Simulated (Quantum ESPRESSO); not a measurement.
Runs of Quantum ESPRESSO 7.5 on BAs. The structure is cubic, space group Pm-3m (No. 221). Conventional cell: a = 2.934 Å, b = 2.934 Å, c = 2.934 Å, α = 90.00°, β = 90.00°, γ = 90.00°. B (site symmetry m-3m) is surrounded by 8 As at 2.54 Å. Around As (site symmetry m-3m) lie 8 B at 2.54 Å. The cell was built by a generator and needn't be a form met in nature.

```csv
level,form of the LDA correlation,gap on the mesh (eV),pressure (GPa)
RPBE,-,none,1.2
HLE16,-,none,-33.9
LDA,PZ81,none,(a)
revPBE,-,none,(b)
PBEsol,-,none,-1.3
```

Alike in all rows: task band structure; potentials or basis SG15 PBE 1.2; no spin polarisation; cell as given; k mesh 9 × 9 × 9; cutoff (eV) 952; smearing fermi-dirac 0.05 eV.

Question: Estimate the missing entries.

Answer: (a) -0.6; (b) 1.1.

Caveats: the potentials were made for another functional, which shifts forces and pressure; the cell as given lies far from equilibrium (some runs); the potentials were made for a functional far from this one (some runs).

A k mesh can miss the band edges, and the runs leave out spin-orbit coupling on As.

A gap of «none» marks a metal or a gap under the smearing width.

Runs at the PBE level aren't shown here.
